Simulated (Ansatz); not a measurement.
Crystal: SnSe.

```
CELL_PARAMETERS angstrom
0.00000 3.01000 3.01000
3.01000 0.00000 3.01000
3.01000 3.01000 0.00000
ATOMIC_POSITIONS crystal
Sn 0.00000 0.00000 0.00000
Se 0.50000 0.50000 0.50000
```

Measurements of this composition are mostly on another form, of space group No. 62.

Base run:

```yaml
Program: Ansatz 0.2.0
Functional: HSE06
Potentials_or_basis: all-electron PAW datasets made for the crystal
Cutoff: 270 eV
Density_cutoff: 1080 eV
k_mesh: 6 × 6 × 6
Occupations: fermi-dirac, width 0.05 eV
Spin: no spin polarisation
```

Its results: band gap on the k mesh 0.40 eV, direct.

Question: The run is repeated on the same cell with these changes: k mesh from 6 × 6 × 6 to 4 × 4 × 4. What comes out?

Answer: Band gap on the k mesh 0.49 eV, direct.

Caveats: some runs use coarse meshes; spin-orbit coupling is left out, which moves the levels of the heavy elements; the program warned that the printed levels may be off, so bands, gaps and densities of states are rough (some runs).

A k mesh can miss the band edges.

Not every run made on this cell is shown here.
